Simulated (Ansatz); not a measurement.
Rh:

```
Rh
1.0
     0.00000    1.89785    1.89785
     1.89785    0.00000    1.89785
     1.89785    1.89785    0.00000
Rh
1
Direct
  0.00000 0.00000 0.00000
```

- Program: Ansatz 0.2.0
- Task: relaxation of cell and atoms
- Functional: LDA
- Potentials or basis: all-electron LAPW, scalar-relativistic
- Basis error allowed: 0.001 eV/atom
- k mesh: 12 × 12 × 12
- Occupations: fermi-dirac, width 0.05 eV
- Spin: no spin polarisation

At the start: volume 13.67 Å³/atom.

Problem. Where does the relaxation end?

Solution. Over 5 steps the energy falls by 14.5 meV/atom and the volume is 13.22 Å³/atom (-3.3 %); space group Fm-3m (No. 225, to 0.05 Å).

The path:
| step | energy change (eV) | largest force (eV/Å) | volume (Å³) |
| --- | --- | --- | --- |
| 1 | 0.0000 | 0.0000 | 13.67 |
| 2 | -0.0022 | 0.0000 | 12.83 |
| 3 | -0.0144 | 0.0000 | 13.25 |
| 4 | -0.0145 | 0.0000 | 13.22 |
| 5 | -0.0145 | 0.0000 | 13.22 |

Final structure:
```cif
data_structure
_symmetry_space_group_name_H-M 'P 1'
_symmetry_Int_Tables_number 1
_cell_length_a 2.6540
_cell_length_b 2.6540
_cell_length_c 2.6540
_cell_angle_alpha 60.000
_cell_angle_beta 60.000
_cell_angle_gamma 60.000
_cell_volume 13.22
loop_
_atom_site_label
_atom_site_type_symbol
_atom_site_fract_x
_atom_site_fract_y
_atom_site_fract_z
_atom_site_occupancy
Rh1 Rh 0.00000 0.00000 0.00000 1
```
